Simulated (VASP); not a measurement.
# Band-edge properties of BP (F-43m), part 3 of 8

Aim: the gap of BP, the masses at its band edges and their response to strain. The start is a cell from a database of measured crystal structures.

VASP 6.6.1, plane waves and PAW; the level of theory is named at each step.

So far, least gap on mesh and path (eV): step 3 (bands on a dense mesh, LDA) 1.18; step 5 (bands with spin-orbit coupling, LDA, spin-orbit coupling) 1.17.

## Step 6: Effective masses with spin-orbit coupling

Level of this step: LDA, spin-orbit coupling; plane waves and PAW (B, P) (VASP).

The masses are taken again with the coupling, at the edges of the step before.

File INCAR:

```
SYSTEM = BP
PREC = Accurate
ENCUT = 420
EDIFF = 1E-08
NELM = 100
ISMEAR = 0
SIGMA = 0.02
LREAL = .FALSE.
ALGO = Normal
GGA = CA
LNONCOLLINEAR = .TRUE.
MAGMOM = 0 0 0 0 0 0
NBANDS = 20
GGA_COMPAT = .FALSE.
LASPH = .TRUE.
LSORBIT = .TRUE.
LORBIT = 11
LWAVE = .FALSE.
LCHARG = .FALSE.
KPAR = 4
```

File POSCAR:

```
BP
1.0
    0.0000000000      2.2690000000      2.2690000000
    2.2690000000      0.0000000000      2.2690000000
    2.2690000000      2.2690000000      0.0000000000
B P
1 1
Direct
    0.0000000000      0.0000000000      0.0000000000
    0.2500000000      0.2500000000      0.2500000000
```

File KPOINTS:

```
Automatic mesh
0
Gamma
10 10 10
0 0 0
```

File KPOINTS_OPT:

```
points round the band edges
26
Reciprocal
  0.0000000000   0.0000000000   0.0000000000 1
  0.4000000000   0.4000000000   0.0000000000 1
  0.0000000000  -0.0028889805  -0.0028889805 1
 -0.0000000000   0.0028889805   0.0028889805 1
 -0.0028889805   0.0000000000  -0.0028889805 1
  0.0028889805   0.0000000000   0.0028889805 1
 -0.0028889805  -0.0028889805   0.0000000000 1
  0.0028889805   0.0028889805   0.0000000000 1
  0.0000000000  -0.0108336770  -0.0108336770 1
 -0.0000000000   0.0108336770   0.0108336770 1
 -0.0108336770   0.0000000000  -0.0108336770 1
  0.0108336770   0.0000000000   0.0108336770 1
 -0.0108336770  -0.0108336770   0.0000000000 1
  0.0108336770   0.0108336770   0.0000000000 1
  0.4000000000   0.3971110195  -0.0028889805 1
  0.4000000000   0.4028889805   0.0028889805 1
  0.3971110195   0.4000000000  -0.0028889805 1
  0.4028889805   0.4000000000   0.0028889805 1
  0.3971110195   0.3971110195   0.0000000000 1
  0.4028889805   0.4028889805   0.0000000000 1
  0.4000000000   0.3891663230  -0.0108336770 1
  0.4000000000   0.4108336770   0.0108336770 1
  0.3891663230   0.4000000000  -0.0108336770 1
  0.4108336770   0.4000000000   0.0108336770 1
  0.3891663230   0.3891663230   0.0000000000 1
  0.4108336770   0.4108336770   0.0000000000 1
```

The projector-augmented-wave data sets are B and P (LDA family, release 64).

The run is started by

```console
$ mpirun -np 4 vasp_ncl
```

What it wrote:

```text
[... set-up lines as in an earlier step ...]
 entering main loop
       N       E                     dE             d eps       ncg     rms          rms(c)
[... 11 cycles as in an earlier step ...]
DAV:  12    -0.143870185810E+02   -0.57692E-06   -0.65245E-07  3572   0.614E-03    0.154E-02
DAV:  13    -0.143870183026E+02    0.27841E-06   -0.69792E-07  3428   0.569E-03    0.283E-03
DAV:  14    -0.143870183128E+02   -0.10155E-07   -0.61043E-08  3548   0.178E-03    0.191E-03
DAV:  15    -0.143870183152E+02   -0.24405E-08   -0.39257E-10  1680   0.164E-04
   1 F= -.14387018E+02 E0= -.14387018E+02  d E =-.161552E-14  mag=    -0.0000    -0.0000    -0.0000
 Start KPOINTS_OPT (optional k-point list driver)
k-point batch [1-26\26]
       N       E                     dE             ncg
DAV:   1     0.118626708900E+04   -0.23789E+04     1040
DAV:   2     0.514854640200E+03   -0.67141E+03     1424
DAV:   3     0.488800502009E+03   -0.26054E+02     1320
DAV:   4     0.488627377698E+03   -0.17312E+00     1376
DAV:   5     0.488625416742E+03   -0.19610E-02     1260
DAV:   6     0.488625380960E+03   -0.35782E-04     1400
DAV:   7     0.488625380130E+03   -0.82980E-06     1248
DAV:   8     0.488625380108E+03   -0.22267E-07     1296
DAV:   9     0.488625380108E+03   -0.19924E-09      852
```

The job ended after 8.8 s (4 MPI ranks of Intel Xeon 6975P-C (Granite Rapids), shared host; peak memory 0.82 GiB; 33 s of CPU time).

Parts of OUTCAR (step 6):

```text
   NELECT =       8.0000    total number of electrons

 E-fermi :   7.5169

 k-point     1 :       0.0000    0.0000    0.0000
  band No.  band energies     occupation
    ...
      4       7.3782      1.00000
      5       7.4202      1.00000
      6       7.4202      1.00000
      7       7.4202      1.00000
      8       7.4202      1.00000
      9      10.7532      0.00000
     10      10.7532      0.00000
     11      10.8006      0.00000
     12      10.8006      0.00000
     13      10.8006      0.00000
    ...

  Total       -0.7702601     -0.7702601     -0.7702601     -0.0000000      0.0000000      0.0000000
  in kB      -52.8219579    -52.8219579    -52.8219579     -0.0000000      0.0000000      0.0000000
  external PRESSURE =     -52.8219579 kB  Pullay stress =       0.0000000 kB

 POSITION                                       TOTAL-FORCE (eV/Angst)
 -----------------------------------------------------------------------------------
      0.00000      0.00000      0.00000         0.000000      0.000000      0.000000
      1.13450      1.13450      1.13450        -0.000000     -0.000000     -0.000000
 -----------------------------------------------------------------------------------
    total drift:                                0.000000      0.000000      0.000000

  FREE ENERGIE OF THE ION-ELECTRON SYSTEM (eV)
  ---------------------------------------------------
  free  energy   TOTEN  =       -14.3870183152 eV

  energy  without entropy=      -14.3870183152  energy(sigma->0) =      -14.38701832

 Spin-Orbit-Coupling matrix elements
 Ion:    1  E_soc:     -0.0000042
 Ion:    2  E_soc:     -0.0007823

 magnetization (x)
# of ion       s       p       d       tot
------------------------------------------
    1        0.000  -0.000   0.000   0.000
    2        0.000  -0.000   0.000  -0.000
--------------------------------------------------
tot          0.000  -0.000   0.000  -0.000

 magnetization (y)
# of ion       s       p       d       tot
------------------------------------------
    1        0.000   0.000   0.000   0.000
    2        0.000  -0.000   0.000  -0.000
--------------------------------------------------
tot          0.000  -0.000   0.000   0.000

 magnetization (z)
# of ion       s       p       d       tot
------------------------------------------
    1        0.000  -0.000   0.000  -0.000
    2        0.000  -0.000   0.000  -0.000
--------------------------------------------------
tot          0.000  -0.000   0.000  -0.000

[... 10 parts as in an earlier step ...]

[... 7 further parts left out ...]
```

This step gave:

```yaml
scf_cycles: 15
fermi_energy: 7.517 eV
pressure: -5.282 GPa
```

The spin moment in the PAW sphere vanishes on all atoms.

On-site spin-orbit energy by atom:

| atom | on-site spin-orbit energy (eV) |
| --- | --- |
| B1 | 0.0000 |
| P2 | -0.0008 |

Central differences; holes have negative curvature; where spin-orbit coupling splits two bands linearly in k, both show the mean of their inverse masses, since the separate values hang on the step. Effective masses along the Cartesian axes, the first 40 of 48 rows:

| edge | band from the gap | direction | step (Å⁻¹) | mass (electron masses) |
| --- | --- | --- | --- | --- |
| VBM | -1 | x | 0.008 | -0.3096 |
| VBM | -2 | x | 0.008 | -0.3096 |
| VBM | -3 | x | 0.008 | -0.2554 |
| VBM | -4 | x | 0.008 | -0.2554 |
| VBM | -5 | x | 0.008 | -0.2806 |
| VBM | -6 | x | 0.008 | -0.2806 |
| VBM | -1 | y | 0.008 | -0.3096 |
| VBM | -2 | y | 0.008 | -0.3096 |
| VBM | -3 | y | 0.008 | -0.2554 |
| VBM | -4 | y | 0.008 | -0.2554 |
| VBM | -5 | y | 0.008 | -0.2806 |
| VBM | -6 | y | 0.008 | -0.2806 |
| VBM | -1 | z | 0.008 | -0.3096 |
| VBM | -2 | z | 0.008 | -0.3096 |
| VBM | -3 | z | 0.008 | -0.2554 |
| VBM | -4 | z | 0.008 | -0.2554 |
| VBM | -5 | z | 0.008 | -0.2806 |
| VBM | -6 | z | 0.008 | -0.2806 |
| VBM | -1 | x | 0.03 | -0.3119 |
| VBM | -2 | x | 0.03 | -0.3119 |
| VBM | -3 | x | 0.03 | -0.2566 |
| VBM | -4 | x | 0.03 | -0.2566 |
| VBM | -5 | x | 0.03 | -0.2803 |
| VBM | -6 | x | 0.03 | -0.2803 |
| VBM | -1 | y | 0.03 | -0.3119 |
| VBM | -2 | y | 0.03 | -0.3119 |
| VBM | -3 | y | 0.03 | -0.2566 |
| VBM | -4 | y | 0.03 | -0.2566 |
| VBM | -5 | y | 0.03 | -0.2803 |
| VBM | -6 | y | 0.03 | -0.2803 |
| VBM | -1 | z | 0.03 | -0.3119 |
| VBM | -2 | z | 0.03 | -0.3119 |
| VBM | -3 | z | 0.03 | -0.2566 |
| VBM | -4 | z | 0.03 | -0.2566 |
| VBM | -5 | z | 0.03 | -0.2803 |
| VBM | -6 | z | 0.03 | -0.2803 |
| CBM | 1 | x | 0.008 | 0.2223 |
| CBM | 2 | x | 0.008 | 0.2223 |
| CBM | 1 | y | 0.008 | 0.2223 |
| CBM | 2 | y | 0.008 | 0.2223 |

(Part 3 of 8 ends here.)

[Lines on the potential files, build, host, timing and source positions are cut from VASP's logs without a mark.]

[Logs are printed without paths, hosts, clocks, repeated set-up lines and the standing remarks that a program may print on its own settings, such as how far it seeks lower states.]

[Hosts, paths, dates, database ids (printed as entryN), source tags and the programs' standing remarks are cut or masked in the printed files.]

[In band tables of VASP the shares of atoms and orbitals are scaled to a sum of 1 inside the atoms' spheres.]

[Gaps and slopes under strain along one axis are those of the sampled path and mesh points; where strain splits equal valleys, another of them can be the edge.]
